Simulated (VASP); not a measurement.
# FeO (Wuestite) (R-3m) in VASP: notebook, part 2 of 2

VASP 6.6.1.

## (4) Single point, PBE, collinear spin, ferromagnetic start

File run.py:

```python
from ase.calculators.vasp import Vasp
from ase.dft.bandgap import bandgap
from ase.io import read

atoms = read('FeO.cif')
atoms.set_initial_magnetic_moments([3.0, 0.0])
calc = Vasp(
    directory='calc',
    xc='pbe',
    pp='PBE',
    setups='recommended',
    pp_version='54',
    prec='Accurate',
    encut=520,
    ediff=1e-06,
    ismear=0,
    sigma=0.1,
    lreal=False,
    lasph=True,
    nelm=100,
    algo='Normal',
    isif=2,
    lwave=False,
    lcharg=True,
    ispin=2,
    lorbit=11,
    lmaxmix=4,
    lelf=True,
    lvhar=True,
    kpts=[11, 11, 11],
    gamma=True,
    nbands=18,
)
atoms.calc = calc

print('energy (eV):', atoms.get_potential_energy())
print('free energy (eV):', atoms.get_potential_energy(force_consistent=True))
print('forces (eV/A):')
print(atoms.get_forces())
print('stress (eV/A^3, Voigt):', atoms.get_stress())
print('Fermi level (eV):', calc.get_fermi_level())
print('moment (muB):', atoms.get_magnetic_moment())
print('site moments (muB):', atoms.get_magnetic_moments())
gap, top, bottom = bandgap(calc)
print('band gap (eV):', gap, 'from (spin, k, band)', top, 'to', bottom)
```

File FeO.cif:

```cif
data_FeO
_cell_length_a 3.06985759
_cell_length_b 3.06985759
_cell_length_c 3.06985759
_cell_angle_alpha 59.30691343
_cell_angle_beta 59.30691343
_cell_angle_gamma 59.30691343
_space_group_name_H-M_alt 'P1'
_space_group_name_Hall 'P 1'
_space_group_IT_number 1
loop_
_space_group_symop_operation_xyz
'x,y,z'
loop_
_atom_site_label
_atom_site_type_symbol
_atom_site_symmetry_multiplicity
_atom_site_Wyckoff_symbol
_atom_site_fract_x
_atom_site_fract_y
_atom_site_fract_z
_atom_site_occupancy
Fe1 Fe 1 a 0.0000000000 0.0000000000 0.0000000000 1
O1 O 1 a 0.5000000000 0.5000000000 0.5000000000 1
```

Launch:

```
> python run.py
```

Wall time 67 s (1 thread of AMD EPYC 9R45 (Zen 5), shared host); peak memory 0.18 GiB.

The run converged. Its results:

* Free energy: -14.9326 eV
* Pressure: -1.2 GPa
* Band gap on the k mesh: none (metal or under the smearing width)
* Net moment: 4.00 μB per cell
* Site moments: Fe +3.62; O +0.30 μB
* Valence electrons inside the program's atomic spheres: Fe 6.72; O 4.99

Stress tensor (GPa, compression positive):
```
-1.52 -0.37 -0.26
-0.37 -1.07 -0.15
-0.26 -0.15 -0.96
```

Levels at points of the mesh, in eV from the Fermi level:
Spin up:
| k point | band 5 | band 6 | band 7 | band 8 | band 9 | band 10 | band 11 | band 12 | band 13 | band 14 |
| --- | --- | --- | --- | --- | --- | --- | --- | --- | --- | --- |
| (0.00, 0.00, 0.00) | -3.84 | -3.74 | -3.74 | -3.67 | -3.67 | 0.06 | 15.45 | 16.72 | 17.13 | 17.13 |
Spin down:
```
           k point  band 2  band 3  band 4  band 5  band 6  band 7  band 8  band 9
(0.00, 0.00, 0.00)   -3.29   -3.18   -3.18   -0.78   -0.70   -0.70    0.20    0.20
```

Caveat: a cell with one magnetic atom can't hold antiferromagnetic order, which such compounds often take; semilocal functionals often make such compounds metallic where correlation or magnetic order opens a gap, which also shifts bond lengths.

## (5) Relaxation of cell and atoms, r2SCAN, collinear spin, ferromagnetic start

File INCAR:

```
SYSTEM = FeO
ALGO = Normal ; EDIFF = 1E-6
EDIFFG = -0.005 ; ENCUT = 600
IBRION = 2 ; ISIF = 3
ISMEAR = 0 ; ISPIN = 2
LASPH = .True. ; LCHARG = .False.
LMAXMIX = 4 ; LMIXTAU = .True.
LORBIT = 11 ; LREAL = .False.
LWAVE = .False. ; MAGMOM = 3 0
METAGGA = R2SCAN ; NELM = 100
NSW = 40 ; PREC = Accurate
SIGMA = 0.05
```

File KPOINTS:

```
k-points
0
Gamma
  8 8 8
  0 0 0
```

File POSCAR:

```
FeO
1.0
    1.5188209023      0.8768916568      2.5195772846
   -1.5188209023      0.8768916568      2.5195772846
    0.0000000000     -1.7537833136      2.5195772846
Fe O
1 1
Direct
    0.0000000000      0.0000000000      0.0000000000
    0.5000000000      0.5000000000      0.5000000000
```

Potentials or basis: VASP PAW PBE potentials, release 64 (Fe, O).

Launch:

```
> cat potpaw_PBE.64/Fe/POTCAR potpaw_PBE.64/O/POTCAR > POTCAR
> mpirun -np 1 vasp_std > vasp.out
```

Wall time 10 min (1 thread of Intel Xeon 6975P-C (Granite Rapids), shared host); peak memory 0.23 GiB.

It converged, with:

* Free energy: -22.8257 eV
* Relaxed volume: 9.70 Å³/atom
* Relaxed cell: a = 3.017 Å, b = 3.017 Å, c = 3.017 Å, α = 59.96°, β = 59.96°, γ = 59.96°
* Space group after relaxing (to 0.05 Å): Fm-3m (No. 225)
* Energy gained by relaxing: 9.1 meV/atom
* Ionic steps: 10
* Pressure after relaxing: 0.0 GPa
* Band gap on the k mesh: none (metal or under the smearing width)
* Net moment: 4.00 μB per cell
* Site moments: Fe +3.68; O +0.28 μB
* Valence electrons inside the program's atomic spheres: Fe 6.76; O 5.05

The path:
| step | energy change (eV) | largest force (eV/Å) | pressure (GPa) | volume (Å³) |
| --- | --- | --- | --- | --- |
| 1 | 0.0000 | 0.0000 | -7.27 | 20.13 |
| 2 | -0.0064 | 0.0000 | 6.65 | 18.83 |
| 3 | -0.0176 | 0.0000 | 0.05 | 19.39 |
| 4 | -0.0176 | 0.0000 | -0.19 | 19.41 |
| 5 | -0.0178 | 0.0000 | -0.12 | 19.41 |
| 6 | -0.0181 | 0.0000 | -0.11 | 19.41 |
| 7 | -0.0181 | 0.0000 | -0.11 | 19.41 |
| 8 | -0.0181 | 0.0000 | -0.11 | 19.41 |
| 9 | -0.0181 | 0.0000 | 0.23 | 19.38 |
| 10 | -0.0181 | 0.0000 | -0.04 | 19.39 |

Final structure:
```
Fe O
1.0
     1.50737    0.87028    2.46389
    -1.50737    0.87028    2.46389
     0.00000   -1.74056    2.46389
Fe O
1 1
Cartesian
  0.0000 0.0000 0.0000
  0.0000 0.0000 3.6958
```

Levels at points of the mesh, in eV from the Fermi level:
Spin up:
| k point | band 6 | band 7 | band 8 | band 9 | band 10 | band 11 | band 12 | band 13 |
| --- | --- | --- | --- | --- | --- | --- | --- | --- |
| (0.00, 0.00, 0.00) | -4.83 | -4.66 | -4.65 | -4.65 | 0.14 | 15.80 | 17.31 | 17.36 |
| (0.50, 0.00, 0.00) | -4.11 | -3.46 | -1.17 | -1.17 | 4.18 | 8.89 | 12.96 | 12.98 |
| (0.50, 0.50, 0.00) | -4.45 | -3.90 | -3.89 | -3.83 | 5.51 | 9.15 | 10.79 | 15.46 |
| (0.50, 0.50, 0.50) | -4.12 | -3.52 | -1.17 | -1.17 | 4.18 | 8.88 | 12.99 | 12.99 |
Spin down:
| k point | band 1 | band 2 | band 3 | band 4 | band 5 | band 6 | band 7 | band 8 | band 9 | band 10 |
| --- | --- | --- | --- | --- | --- | --- | --- | --- | --- | --- |
| (0.00, 0.00, 0.00) | -22.07 | -3.98 | -3.97 | -3.97 | -0.85 | -0.85 | -0.77 | 0.54 | 0.54 | 1.24 |
| (0.50, 0.00, 0.00) | -20.81 | -8.94 | -5.91 | -5.90 | 0.41 | 0.46 | 0.61 | 3.28 | 3.29 | 4.82 |
| (0.50, 0.50, 0.00) | -20.81 | -7.82 | -5.24 | -5.23 | -2.32 | 0.75 | 0.82 | 1.16 | 1.63 | 7.25 |
| (0.50, 0.50, 0.50) | -20.81 | -8.93 | -5.89 | -5.89 | 0.39 | 0.39 | 0.68 | 3.29 | 3.29 | 4.82 |

Caveat: the PAW data sets were made with another functional, which shifts forces and pressure a little; a cell with one magnetic atom can't hold antiferromagnetic order, which such compounds often take; semilocal functionals often make such compounds metallic where correlation or magnetic order opens a gap, which also shifts bond lengths.

## (6) Relaxation of cell and atoms, LAK, collinear spin, ferromagnetic start

File INCAR:

```
ALGO = Normal
EDIFF = 1E-7
EDIFFG = -0.005
ENCUT = 600
IBRION = 2
ISIF = 3
ISMEAR = 0
ISPIN = 2
LASPH = True
LCHARG = False
LMAXMIX = 4
LMIXTAU = True
LORBIT = 11
LREAL = False
LWAVE = False
MAGMOM = 3 0
METAGGA = LAK
NELM = 100
NSW = 40
PREC = Accurate
SIGMA = 0.05
```

File KPOINTS:

```
k-points
0
Gamma
  8 8 8
```

POSCAR is that of step 5.

Potentials or basis: VASP PAW PBE potentials, release 64 (Fe, O).

Launch:

```
> cat potpaw_PBE.64/Fe/POTCAR potpaw_PBE.64/O/POTCAR > POTCAR
> mpirun -np 1 vasp_std > vasp.out
```

Run time: 14 min. Hardware: 1 thread of Intel Xeon 6975P-C (Granite Rapids), shared host; peak memory 0.22 GiB.

It converged, with:

```yaml
Free_energy: -4.4349 eV
Relaxed_volume: 9.97 Å³/atom
Relaxed_cell: a = 3.044 Å, b = 3.044 Å, c = 3.044 Å, α = 60.00°, β = 60.00°, γ = 60.00°
Space_group_after_relaxing_to_0.05_Å: Fm-3m (No. 225)
Energy_gained_by_relaxing: 1.0 meV/atom
Ionic_steps: 6
Pressure_after_relaxing: -0.1 GPa
Band_gap_on_the_k_mesh: none (metal or under the smearing width)
Net_moment: 4.00 μB per cell
Site_moments: Fe +3.71; O +0.30 μB
Valence_electrons_inside_the_program's_atomic_spheres: Fe 6.70; O 5.09
```

Step by step:
| step | energy change (eV) | largest force (eV/Å) | pressure (GPa) | volume (Å³) |
| --- | --- | --- | --- | --- |
| 1 | 0.0000 | 0.0000 | -1.95 | 20.13 |
| 2 | -0.0008 | 0.0000 | 1.52 | 19.78 |
| 3 | -0.0014 | 0.0000 | 0.12 | 19.92 |
| 4 | -0.0017 | 0.0000 | 0.09 | 19.92 |
| 5 | -0.0020 | 0.0000 | -0.02 | 19.94 |
| 6 | -0.0020 | 0.0000 | -0.05 | 19.94 |

Final structure:
```yaml
crystal:
  lattice:
    - [1.52191, 0.87868, 2.48509]
    - [-1.52191, 0.87868, 2.48509]
    - [0.00000, -1.75735, 2.48509]
  atoms:
    - { symbol: Fe, position: [0.00000, 0.00000, 0.00000] }
    - { symbol: O, position: [0.50000, 0.50000, 0.50000] }
```

Levels at points of the mesh, in eV from the Fermi level:
Spin up:
| k point | band 7 | band 8 | band 9 | band 10 | band 11 | band 12 |
| --- | --- | --- | --- | --- | --- | --- |
| (0.00, 0.00, 0.00) | -4.88 | -4.88 | -4.88 | 0.00 | 15.69 | 17.20 |
| (0.50, 0.00, 0.00) | -3.93 | -1.65 | -1.65 | 4.23 | 8.62 | 12.89 |
| (0.50, 0.50, 0.00) | -4.40 | -4.35 | -4.35 | 5.38 | 9.02 | 10.67 |
| (0.50, 0.50, 0.50) | -3.93 | -1.65 | -1.65 | 4.23 | 8.62 | 12.89 |
Spin down:
```
           k point  band 1  band 2  band 3  band 4  band 5  band 6  band 7  band 8  band 9  band 10
(0.00, 0.00, 0.00)  -22.60   -4.15   -4.15   -4.15   -0.80   -0.80   -0.80    0.62    0.62     0.87
(0.50, 0.00, 0.00)  -21.45   -9.00   -5.99   -5.99    0.42    0.43    0.59    3.30    3.30     4.57
(0.50, 0.50, 0.00)  -21.44   -7.92   -5.40   -5.40   -2.27    0.78    0.78    1.23    1.65     6.84
(0.50, 0.50, 0.50)  -21.45   -9.00   -5.99   -5.99    0.43    0.43    0.59    3.30    3.30     4.57
```

Caveat: the PAW data sets were made with another functional, which shifts forces and pressure a little; a cell with one magnetic atom can't hold antiferromagnetic order, which such compounds often take; semilocal functionals often make such compounds metallic where correlation or magnetic order opens a gap, which also shifts bond lengths.

## (7) The reference run

An earlier run on the cell as given: functional PBE; potentials or basis VASP PAW PBE potentials, release 64 (Fe, O); cutoff 520 eV; k mesh 11 × 11 × 11; occupations fermi-dirac, width 0.05 eV; collinear spin, ferromagnetic start; starting moments [3.0, 0.0] μB.

* Pressure: -1.1 GPa
* Band gap on the k mesh: none (metal or under the smearing width)
* Net moment: 4.00 μB per cell
* Site moments: Fe +3.62; O +0.30 μB
* Valence electrons inside the program's atomic spheres: Fe 6.72; O 4.99

## (8) Summary

| task | level | potentials or basis | cell | k mesh | cutoff (eV) | smearing | gap on the mesh (eV) | pressure (GPa) | moment (μB) | relaxed volume (Å³/atom) |
| --- | --- | --- | --- | --- | --- | --- | --- | --- | --- | --- |
| single point | RPBE | VASP PAW PBE potentials, release 64 (Fe, O) | as given | 11 × 11 × 11 | 500 | gaussian 0.02 eV | none | 4.2 | 4.00 | - |
| single point | PBE | VASP PAW PBE potentials, release 54 (Fe, O) | as given | 11 × 11 × 11 | 520 | gaussian 0.1 eV | none | -1.2 | 4.00 | - |
| relaxation of cell and atoms | r2SCAN | VASP PAW PBE potentials, release 64 (Fe, O) | relaxed | 8 × 8 × 8 | 600 | gaussian 0.05 eV | none | 0.0 | 4.00 | 9.70 |
| relaxation of cell and atoms | LAK | VASP PAW PBE potentials, release 64 (Fe, O) | relaxed | 8 × 8 × 8 | 600 | gaussian 0.05 eV | none | -0.1 | 4.00 | 9.97 |
| single point | PBE | VASP PAW PBE potentials, release 64 (Fe, O) | as given | 11 × 11 × 11 | 520 | fermi-dirac 0.05 eV | none | -1.1 | 4.00 | - |

Alike in all rows: spin collinear, ferromagnetic start.

Caveats: a cell with one magnetic atom can't hold antiferromagnetic order, which such compounds often take; semilocal functionals often make such compounds metallic where correlation or magnetic order opens a gap, which also shifts bond lengths; the PAW data sets were made with another functional, which shifts forces and pressure a little (some runs).

Total energies depend on the potentials used, so only differences within one code and one set of settings carry meaning.

## (9) Against experiment

Step 5. The cell as given is a measured one (10.07 Å³/atom); r2SCAN puts the equilibrium volume -3.7 % from it, thermal expansion not counted.

Step 6. The cell as given is a measured one (10.07 Å³/atom); LAK puts the equilibrium volume -1.0 % from it, thermal expansion not counted.
